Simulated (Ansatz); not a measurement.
# Mg: the cost of one run

Method: DFT PBEsol, scalar-relativistic, plane waves, PAW, in Ansatz 0.2.0.

### 1 Starting point

The structure is cubic, space group Fm-3m (No. 225). The conventional cell has a = 4.489 Å, b = 4.489 Å, c = 4.489 Å, α = 90.00°, β = 90.00°, γ = 90.00°. Mg (site symmetry m-3m) is surrounded by 12 Mg at 3.17 Å.

As a file:

```cif
data_structure
_symmetry_space_group_name_H-M 'Fm-3m'
_symmetry_Int_Tables_number 225
_cell_length_a 4.4885
_cell_length_b 4.4885
_cell_length_c 4.4885
_cell_angle_alpha 90.000
_cell_angle_beta 90.000
_cell_angle_gamma 90.000
_cell_volume 90.43
loop_
_atom_site_label
_atom_site_type_symbol
_atom_site_symmetry_multiplicity
_atom_site_Wyckoff_symbol
_atom_site_fract_x
_atom_site_fract_y
_atom_site_fract_z
_atom_site_occupancy
Mg1 Mg 4 a 0.00000 0.00000 0.00000 1
```

The structure comes from the Materials Project (structure only).

### 2 A distortion of lower symmetry

The change: strain xx, yy, zz, yz, xz, xy = -8.0, +3.1, -3.8, -2.9, +0.0, +0.0 %.

Contents of input.yaml:

```yaml
crystal:
  lattice:
    - [0.0, 2.2489016099, 2.0941377162]
    - [2.0653887968, -0.0656669306, 2.1598046467]
    - [2.0653887968, 2.3145685405, -0.0656669306]
  atoms:
    - { symbol: Mg, position: [0.0, 0.0, 0.0] }
basis:
  ecutwfc: 420
kpoints:
  mp_grid: { grid: [14, 14, 14] }
hamiltonian:
  xc: pbesol
scf:
  occupations: { method: gaussian, width: 0.1 }
output:
  forces: true
  stress: true
  eigenvalues: true
```

**Question.** How long does this run take on 1 thread of an Arm CPU, shared host, and how much memory does it need?

About 5.8 s, with a peak of 0.39 GiB.
